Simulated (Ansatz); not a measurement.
# ZrS2 (P-3m1) in Ansatz: band structure with HSE06

Aim: the band structure of ZrS2 with HSE06.

Program: Ansatz 0.2.0. These are calculated values, not measurements. Logs are shortened: lines on timing, memory, paths and dates and some standing lists are left out, and cuts for length are marked.

**Experimental background.**

“Stress-Tuned Optical Transitions in Layered 1T-MX2 (M= Hf, Zr, Sn; X= S, Se) Crystals”, 2022, arxiv:2210.12074 quotes, for a bulk crystal of ZrS2: band gap 1.68 eV (indirect).

How close the calculation comes is told below.

## Step 1: Starting point

The structure is trigonal, space group P-3m1 (No. 164). Conventional cell: a = 3.691 Å, b = 3.691 Å, c = 6.041 Å, α = 90.00°, β = 90.00°, γ = 120.00°. Zr (site symmetry -3m) has 6 S at 2.57 Å as nearest neighbours. S (site symmetry 3m) has 3 Zr at 2.57 Å as nearest neighbours.

The cell is a database's computed one.

## Step 2: Band structure, HSE06

The input, input:

```
crystal:
  lattice:
    - [3.6913825498, 0.0, 0.0]
    - [-1.8456912749, 3.1968310632, 0.0]
    - [0.0, 0.0, 6.04107701]
  atoms:
    - { symbol: Zr, position: [0.0, 0.0, 0.0] }
    - { symbol: S, position: [0.3333333333, 0.6666666667, 0.23790997] }
    - { symbol: S, position: [0.6666666667, 0.3333333333, 0.76209003] }
hamiltonian:
  xc: hse06
  pseudopotentials: { kind: paw }
kpoints:
  mp_grid: { grid: [6, 6, 4] }
  band_path:
    path:
      - [[0.0, 0.0, 0.0], [0.5, 0.0, 0.0], [0.3333333333, 0.3333333333, 0.0], [0.0, 0.0, 0.0], [0.0, 0.0, 0.5], [0.5, 0.0, 0.5], [0.3333333333, 0.3333333333, 0.5], [0.0, 0.0, 0.5]]
      - [[0.5, 0.0, 0.5], [0.5, 0.0, 0.0]]
      - [[0.3333333333, 0.3333333333, 0.0], [0.3333333333, 0.3333333333, 0.5]]
    npoints: 4
scf:
  occupations: { method: fermi_dirac, width: 0.05 }
  n_extra_bands: 7
output:
  forces: true
  stress: true
  eigenvalues: true
  fatbands: false
```

Potentials or basis: Ansatz PAW.

Standard output:

```text
Warning: output.stress: scf.convergence.dr2_threshold = 1e-7 eV (the SCF's general default) is looser than the 3e-10 eV advised for a printed stress (1e-10 eV for each atom of the cell: 3). What an SCF threshold leaves in a stress goes as its square root, and in the free energy as the threshold itself, and one threshold admits the most on a small cell: of the crystals measured, under no hybrid functional and no lock of the moments, on runs that ended without the residual-converged pass, on stresses that held no estimate of that error, the worst erred by over 100 MPa in a component at 1e-7 eV an atom and by under 5 at 1e-10. Set scf.convergence.dr2_threshold to 3e-10 eV or tighter. The threshold is an SCF's pass mark: one that does not reach it within its budget of iterations ends unconverged, or closes short of it on a stop that the run arms, and scf.convergence.dr2_threshold's page says what that costs each kind of run
Warning: output.stress: scf.exx.energy_threshold = 1e-6 eV is looser than the 3e-8 eV advised for a stress under a hybrid functional (1e-8 eV for each atom of the cell: 3). Every SCF of the exchange loop can meet its threshold on dr2 while the loop round them stops early: no threshold on dr2 bounds what that leaves in the stress. Set scf.exx.energy_threshold to 3e-8 eV or tighter. The threshold is the loop's pass mark: a loop that does not reach it within its budget of cycles ends unconverged, and scf.exx.energy_threshold's page has the law
scf.n_extra_bands = 7 over 12 filled bands (N_el = 24.0): the run solves 19 bands
GPUs: using 1 of 1 available (devices: 1).
Engine: ansatz 0.2.0, x86_64-unknown-linux-gnu
Pseudopotentials: kind: paw
Pseudopotential: Zr, paw, valence charge 12, recommended cutoff 420 eV (normal), Zr.paw.azcp
Pseudopotential: S, paw, valence charge 6, recommended cutoff 420 eV (normal), S.paw.azcp
Functional definition: HSE06
  parameter a = 0.25
  parameter omega = 0.11/bohr
  exchange = pbe_x - a*pbe_x_sr(omega) + a*exact_x_sr(omega)
  correlation = pbe_c
device memory: the entry about to start is reckoned to put 0.7 GiB on a device that reports 64.2 GiB free (of which the cap on the GPU budget leaves the run 18.0 GiB)
GPU FFT provider: cuFFT
GPU libraries: cuBLAS 13.8.2, cuFFT 12.4.0, cuSOLVER 12.3.4
Crystal: 3 atoms, lattice volume = 71.289 Å³
Basis set: ecut = 420 eV, 1389 PW (Γ), exchange–correlation on 50×50×90 points (8 copies of the dense FFT grid, shifted against one another)
Bands: 19, of which v1, the nominal top of the filled ones, is band 12 counted from 1 (11 counted from 0)
Symmetry: 12 space group operations
Space group: P-3m1 (ITA 164), of the structure as read, at distance tolerance 4.1e-5 Å
k-points: 24 of 144
Non-local potential: Zr, projectors of the file, l = 0: 3, l = 1: 2, l = 2: 2, l = 3: 2
Non-local potential: S, projectors of the file, l = 0: 2, l = 1: 2, l = 2: 2
PAW form: soft (Blöchl's): semilocal exchange-correlation on the pseudo side does not see the compensation charge
PAW frozen core: Zr, regenerated for the run's functional, and the local potential with it (the file was generated under x = pbe(κ = 0.804, μ = 0.2195149727645171), c = pbe(β = 0.06672455060314922))
PAW frozen core: S, regenerated for the run's functional, and the local potential with it (the file was generated under x = pbe(κ = 0.804, μ = 0.2195149727645171), c = pbe(β = 0.06672455060314922))
PAW one-centre angular grid: Zr, 590 points (default); XC on 64 Gauss nodes
PAW one-centre angular grid: S, 110 points (default); XC on 64 Gauss nodes
Initial density: superposition of atomic densities (neutral atoms: chi_scale 0, normalization atom), corrected by the library's trained network
Initial wavefunctions: pseudopotential atomic-orbital guess
GPU buffer pool allocated for 28125 grid points (all kernels)
GPU transforms: local potential and band sums: pruned to the plane-wave sphere, on 25×25×45
Functional: x = pbe(κ = 0.804, μ = 0.2195149727645171), c = pbe(β = 0.06672455060314922), warm-up for x = pbe(κ = 0.804, μ = 0.2195149727645171) + 0.25 (exact − pbe) at short range (hse, ω = 0.20786987370883472 Å⁻¹), c = pbe(β = 0.06672455060314922); HSE06 as pw.x's `hse` composes it (authors' and Libxc's form: `xc: wpbeh`)
SCF iter   1: F=—  HF=-5992.625093 eV  |F-HF|=—  |Δ(HF+E_count)|=         —  Δρ=1.42e-3  dr2=1.97e-3  ethr=1.77e-3  ⟨swp⟩=10.2  Hψ=2102  notcnv=0
preconditioner: auto → none  [insulator: Δε(μ)=1.066 eV  Ē_g=9.377 eV  σ=0.050 eV  W_gap=1.00  n_scr=22 (ndim 8)  ℏωp=17.6 eV  f_vac=0.029  D(μ)=0.00/eV (n_scr^D=0)]
SCF iter   2: F=—  HF=-5992.625281 eV  |F-HF|=—  |Δ(HF+E_count)|=   1.88e-4  Δρ=8.62e-4  dr2=1.48e-3  ethr=8.21e-6  ⟨swp⟩=5.3  Hψ=1339  notcnv=0  defer=2
SCF iter   3: F=—  HF=-5992.625084 eV  |F-HF|=—  |Δ(HF+E_count)|=   1.97e-4  Δρ=4.64e-4  dr2=1.58e-4  ethr=6.18e-6  ⟨swp⟩=3.0  Hψ=824  notcnv=0
iter 4 solved again at ethr=6.00e-8 eV; its pass at ethr=6.57e-7 eV (dr2=1.44e-5 eV) is discarded
SCF iter   4: F=-5992.625238 eV  HF=-5992.625189 eV  |F-HF|=4.89e-5  |Δ(HF+E_count)|=   1.05e-4  Δρ=2.06e-4  dr2=1.39e-5  ethr=6.00e-8  ⟨swp⟩=2.2  Hψ=1525  notcnv=0
SCF 1 stopped early in 4 iterations: F = -5992.625238 eV  dr2 = 1.39e-5
device memory: the entry about to start is reckoned to put 1.2 GiB on a device that reports 64.1 GiB free (of which the cap on the GPU budget leaves the run 18.0 GiB)
GPU FFT provider: cuFFT
GPU libraries: cuBLAS 13.8.2, cuFFT 12.4.0, cuSOLVER 12.3.4
Initial density: handed on by an earlier stage of this run
Initial wavefunctions: those handed on with the density
GPU buffer pool allocated for 28125 grid points (all kernels)
GPU transforms: local potential and band sums: pruned to the plane-wave sphere, on 25×25×45
Functional: x = pbe(κ = 0.804, μ = 0.2195149727645171) + 0.25 (exact − pbe) at short range (hse, ω = 0.20786987370883472 Å⁻¹), c = pbe(β = 0.06672455060314922); HSE06 as pw.x's `hse` composes it (authors' and Libxc's form: `xc: wpbeh`)
Exchange kernel: α = 0.2500, screened, ω = 0.2079 Å⁻¹, Wigner–Seitz truncation, v(0) = 1046.4255 eV·Å³, q-mesh 6×6×4, nearest image of the exchange supercell L = 22.15 Å, pair-density grid 18×18×27, without the augmentation charges, whose exchange is taken in its separable form by FFT convolution over the k-point mesh (sized by the pseudopotential files, 24×24×45 at the most), smooth part of the exact exchange by density-matrix convolution in up to 3.86 GiB of GPU memory as planned if the GPU has room (build and FFT work areas not counted)
Frozen-core exchange: fock
SCF iter   1: F=—  HF=-5996.327414 eV  |F-HF|=—  |Δ(HF+E_count)|=         —  Δρ=8.87e-3  dr2=1.63e-1  ethr=5.79e-7  ⟨swp⟩=9.5  Hψ=2545  notcnv=0
preconditioner: auto → none  [insulator: Δε(μ)=2.077 eV  Ē_g=11.044 eV  σ=0.050 eV  W_gap=1.00  n_scr=22 (ndim 8)  ℏωp=17.6 eV  f_vac=0.030  D(μ)=0.00/eV (n_scr^D=0)]
SCF iter   2: F=—  HF=-5996.311795 eV  |F-HF|=—  |Δ(HF+E_count)|=   1.56e-2  Δρ=7.07e-3  dr2=1.27e-1  ethr=5.79e-7  ⟨swp⟩=5.0  Hψ=2194  notcnv=0
SCF iter   3: F=—  HF=-5996.285936 eV  |F-HF|=—  |Δ(HF+E_count)|=   2.59e-2  Δρ=1.79e-3  dr2=3.56e-3  ethr=5.79e-7  ⟨swp⟩=5.0  Hψ=1940  notcnv=0
SCF iter   4: F=—  HF=-5996.295599 eV  |F-HF|=—  |Δ(HF+E_count)|=   9.66e-3  Δρ=1.21e-3  dr2=1.31e-3  ethr=5.79e-7  ⟨swp⟩=4.0  Hψ=1259  notcnv=0
SCF iter   5: F=—  HF=-5996.295248 eV  |F-HF|=—  |Δ(HF+E_count)|=   3.51e-4  Δρ=3.51e-4  dr2=6.14e-5  ethr=5.79e-7  ⟨swp⟩=3.0  Hψ=1024  notcnv=0
SCF iter   6: F=—  HF=-5996.295403 eV  |F-HF|=—  |Δ(HF+E_count)|=   1.55e-4  Δρ=1.34e-4  dr2=1.20e-5  ethr=1.72e-7  ⟨swp⟩=3.3  Hψ=996  notcnv=0
SCF iter   7: F=-5996.295400 eV  HF=-5996.295400 eV  |F-HF|=6.37e-8  |Δ(HF+E_count)|=   3.14e-6  Δρ=1.19e-5  dr2=1.35e-6  ethr=4.47e-8  ⟨swp⟩=3.5  Hψ=1131  notcnv=0
SCF 2 stopped early in 7 iterations: F = -5996.295400 eV  dr2 = 1.35e-6
  Residual-converged pass: ⟨swp⟩=4.0  Hψ=1122  notcnv=0  max |occ|·‖R‖ = 6.6e-6 eV (tolerance 6.7e-6 eV)  dr2=1.35e-6  dr2_onsite=1.61e-9  max |Δocc| = 6.1e-16
hybrid outer 1: dexx = +1.170e-2 eV, tail = 9.54e-6 eV
GPU FFT provider: cuFFT
GPU libraries: cuBLAS 13.8.2, cuFFT 12.4.0, cuSOLVER 12.3.4
GPU buffer pool allocated for 28125 grid points (all kernels)
GPU transforms: local potential and band sums: pruned to the plane-wave sphere, on 25×25×45
Exchange kernel: α = 0.2500, screened, ω = 0.2079 Å⁻¹, Wigner–Seitz truncation, v(0) = 1046.4255 eV·Å³, q-mesh 6×6×4, nearest image of the exchange supercell L = 22.15 Å, pair-density grid 18×18×27, without the augmentation charges, whose exchange is taken in its separable form by FFT convolution over the k-point mesh (sized by the pseudopotential files, 24×24×45 at the most), smooth part of the exact exchange by density-matrix convolution in up to 3.86 GiB of GPU memory as planned if the GPU has room (build and FFT work areas not counted)
Frozen-core exchange: fock
SCF iter   1: F=—  HF=-5996.295306 eV  |F-HF|=—  |Δ(HF+E_count)|=         —  Δρ=3.26e-5  dr2=5.44e-7  ethr=1.99e-7  ⟨swp⟩=5.2  Hψ=1189  notcnv=0
preconditioner: auto → none  [insulator: Δε(μ)=1.889 eV  Ē_g=10.898 eV  σ=0.050 eV  W_gap=1.00  n_scr=22 (ndim 8)  ℏωp=17.6 eV  f_vac=0.030  D(μ)=0.00/eV (n_scr^D=0)]
SCF iter   2: F=—  HF=-5996.295306 eV  |F-HF|=—  |Δ(HF+E_count)|=   8.12e-8  Δρ=1.32e-5  dr2=7.80e-8  ethr=1.73e-9  ⟨swp⟩=3.0  Hψ=973  notcnv=0
SCF iter   3: F=—  HF=-5996.295307 eV  |F-HF|=—  |Δ(HF+E_count)|=   1.48e-7  Δρ=3.55e-6  dr2=9.19e-9  ethr=2.25e-10  ⟨swp⟩=4.4  Hψ=1017  notcnv=0  defer=6
SCF iter   4: F=-5996.295307 eV  HF=-5996.295307 eV  |F-HF|=1.88e-10  |Δ(HF+E_count)|=   1.65e-9  Δρ=4.82e-7  dr2=5.70e-10  ethr=2.91e-11  ⟨swp⟩=4.0  Hψ=1122  notcnv=0  defer=1
SCF 3 converged in 4 iterations: F = -5996.295307 eV  dr2 = 5.70e-10
  Residual-converged pass: ⟨swp⟩=3.3  Hψ=1046  notcnv=0  max |occ|·‖R‖ = 5.4e-7 eV (tolerance 5.4e-7 eV)  dr2=5.90e-10  dr2_onsite=4.08e-12  max |Δocc| = 3.5e-19
hybrid outer 2: dexx = +1.955e-7 eV, tail = 3.80e-9 eV, Δε = 1.18e-3 eV (about 2.35e-5 eV left of the loop's levels), ΔF = 2.81e-3 eV/Å (tail 2.69e-4)
device memory: the entry about to start is reckoned to put 0.4 GiB on a device that reports 73.3 GiB free (of which the cap on the GPU budget leaves the run 18.0 GiB)
NSCF: frozen V_eff on 39 k-points, pencils in batches of 32, up to order 84
hybrid SCF converged: 2 outer / 11 inner (+4 warm-up), last move |dexx| = 1.96e-7 eV, tail = 3.80e-9 eV
Stability not checked: this state was not tested for a lower state beside it, because the functional holds exact exchange (a hybrid, or Hartree-Fock), whose exchange loop this test does not read (fock_operator; see scf.lower_state_search)
Free energy (F): -5996.295307 eV
Frozen-core exchange: fock
Harris-Foulkes:  -5996.295307 eV  (|F-HF|=1.88e-10)
Internal energy: -5996.295307 eV  (E = F + TS)
E sigma→0 (E₀):  -5996.295307 eV
Fermi energy:    6.823449 eV
--- Per-component energies (eV) ---
  E_band       = -218.352091
  E_kinetic    = 544.680715
  E_local      = -1377.933606  (includes V_loc(G=0)·N_el)
  E_nonlocal   = 132.858473
  E_hartree    = 486.279951
  E_xc         = -286.285460
  E_vxc        = -293.210591  (∫ρ·V_xc dr)
  E_exx        = -54.056187  (= α·E_x^exact, valence–valence)
  E_paw        = -4172.975144  (= ΣΔE_a)
  E_vpaw       = -89.195427  (= ΣTr[D̂ρ^β])
  E_aug_tail   = 0.000026  (compensation charges beyond the density's cutoff)
  E_ewald      = -1268.283280
  E_core_change = -0.580796  (= ΣΔE_core)
  E_smearing   = -0.000000  (= −TS)
  E_closure    = 0.000001  (closes the sum)
  Σ components = -5996.295307   (vs F -5996.295307, Δ=-9.09e-13)
--- Forces (eV/Å), atoms counted from 1 ---
  atom   1  Zr    -0.00000000     0.00000000     0.00000000
  atom   2  S      0.00000000    -0.00000000    -0.17233444
  atom   3  S      0.00000000     0.00000000     0.17233444
  max |Σ_I F_I| component: 3.37e-29 eV/Å
--- Stress (GPa, compression-positive) ---
       -0.990194       0.000000       0.000000
        0.000000      -0.990194       0.000000
        0.000000       0.000000      -0.238400
  P = ⅓ Tr σ = -0.7396 GPa (-7.396 kbar)
--- Band table (eV; the first three rows and the last of 24) ---
  k-point 0: bands = ["-46.4793", "-23.1473", "-22.9746", "-22.9746", "-8.0196", "-6.4538", "1.2561", "2.8285", "2.8285", "5.8113", "5.8113", "5.8597", "8.3965", "8.3965", "9.3431", "11.9296", "11.9296", "12.6809", "12.7148"]
  k-point 1: bands = ["-46.4793", "-23.1474", "-22.9746", "-22.9746", "-7.9293", "-6.6006", "1.6623", "2.8438", "2.8438", "5.0867", "5.7593", "5.7593", "8.3824", "8.3824", "9.5547", "12.0822", "12.0822", "12.8621", "13.4306"]
  k-point 2: bands = ["-46.4793", "-23.1475", "-22.9746", "-22.9746", "-7.8171", "-6.7671", "2.2574", "2.8595", "2.8595", "4.2118", "5.7080", "5.7080", "8.3682", "8.3682", "9.6726", "12.2451", "12.2451", "13.0887", "14.5617"]
  k-point 23: bands = ["-46.4564", "-23.1770", "-23.1770", "-23.0768", "-6.6326", "-6.6326", "2.1473", "2.1473", "2.5155", "3.8238", "3.9767", "3.9767", "9.1942", "9.8782", "9.8782", "12.4464", "12.4464", "15.1711", "15.6405"]
```

It took 1.8 min on 1 × NVIDIA H100 80GB HBM3 with 2 threads of AMD EPYC 7R13 (Zen 3), shared host; peak memory 2.7 GiB.

Results:

* Free energy: -5996.2953 eV
* Pressure: -0.7 GPa
* Largest force: 0.172 eV/Å
* Band gap on the k mesh: 1.89 eV, indirect (least direct gap 2.54 eV)
* Band gap along the path: 1.84 eV, indirect (least direct gap 2.54 eV)

Forces on the atoms (eV/Å):
```
Zr   0.000  0.000  0.000
S    0.000  0.000 -0.172
S    0.000  0.000  0.172
```

Levels at the corners of the path, in eV from the valence-band top:
| point | band 8 | band 9 | band 10 | band 11 | band 12 | band 13 | band 14 | band 15 | band 16 | band 17 |
| --- | --- | --- | --- | --- | --- | --- | --- | --- | --- | --- |
| Γ | -3.08 | -3.08 | -0.10 | -0.10 | -0.05 | 2.49 | 2.49 | 3.43 | 6.02 | 6.02 |
| M | -2.91 | -2.73 | -2.55 | -1.84 | -1.33 | 2.00 | 4.34 | 4.61 | 6.79 | 7.03 |
| K | -3.62 | -3.62 | -2.19 | -2.19 | -1.64 | 3.16 | 4.22 | 4.22 | 6.01 | 6.01 |
| Γ | -3.08 | -3.08 | -0.10 | -0.10 | -0.05 | 2.49 | 2.49 | 3.43 | 6.02 | 6.02 |
| A | -3.05 | -3.05 | -1.70 | -0.20 | -0.20 | 2.46 | 2.46 | 3.76 | 6.33 | 6.33 |
| L | -3.44 | -2.85 | -2.42 | -1.13 | -0.91 | 1.84 | 4.32 | 4.62 | 6.37 | 6.77 |
| H | -3.76 | -3.40 | -2.09 | -1.93 | -1.93 | 3.28 | 3.97 | 3.97 | 6.54 | 6.54 |
| A | -3.05 | -3.05 | -1.70 | -0.20 | -0.20 | 2.46 | 2.46 | 3.76 | 6.33 | 6.33 |
| L | -3.44 | -2.85 | -2.42 | -1.13 | -0.91 | 1.84 | 4.32 | 4.62 | 6.37 | 6.77 |
| M | -2.91 | -2.73 | -2.55 | -1.84 | -1.33 | 2.00 | 4.34 | 4.61 | 6.79 | 7.03 |
| K | -3.62 | -3.62 | -2.19 | -2.19 | -1.64 | 3.16 | 4.22 | 4.22 | 6.01 | 6.01 |
| H | -3.76 | -3.40 | -2.09 | -1.93 | -1.93 | 3.28 | 3.97 | 3.97 | 6.54 | 6.54 |

Caveat: this functional lacks dispersion, which binds the layers, so the pressure and a relaxed spacing across them are unreliable; the PAW data sets come from PBE, with cores solved anew for the run's functional, which leaves a small shift of forces and pressure; the thresholds are loose for stress.

## Step 3: Against experiment

Step 2. A measured gap of ZrS2 is 1.68 eV (indirect; quoted in “Stress-Tuned Optical Transitions in Layered 1T-MX2 (M= Hf, Zr, Sn; X= S, Se) Crystals”, 2022, arxiv:2210.12074); the calculated 1.84 eV misses it by +0.16 eV. Spin-orbit coupling on Zr is left out. The value is that of HSE06, without temperature or zero-point motion. The cell is a database's relaxed one, not the measured one, which moves gaps too.
